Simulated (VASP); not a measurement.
Pt, 1 atom in the cell. It takes space group Fm-3m (No. 225, cubic). The conventional cell has a = 3.922 Å, b = 3.922 Å, c = 3.922 Å, α = 90.00°, β = 90.00°, γ = 90.00°. Pt (site symmetry m-3m) is surrounded by 12 Pt at 2.77 Å. 

| Item | Value |
| --- | --- |
| Program | VASP 6.6.1 |
| Task | relaxation of cell and atoms |
| Functional | LDA |
| Potentials or basis | VASP PAW LDA potentials, release 64 (Pt) |
| Cutoff | 600 eV |
| k mesh | 16 × 16 × 16 |
| Occupations | methfessel-paxton, width 0.1 eV |
| Spin | no spin polarisation |
| Further INCAR settings | ALGO = Normal; EDIFF = 1e-06; IBRION = 2; EDIFFG = -0.01; NSW = 90; ISIF = 3 |

Potentials or basis: VASP PAW LDA potentials, release 64 (Pt).

The run is started by

```console
$ cat potpaw_LDA.64/Pt/POTCAR > POTCAR
$ mpirun -np 1 vasp_std > vasp.out
```

Hardware: 1 thread of Intel(R) Xeon(R) 6975P-C (Granite Rapids), with other jobs on the host.

**Question.** Estimate the wall time of this run.

**Answer.** Run time: 16 s on 1 thread of Intel(R) Xeon(R) 6975P-C (Granite Rapids), with other jobs on the host, peak memory 0.17 GiB. Counts: scf iterations 28, k points 145, ion steps 4.
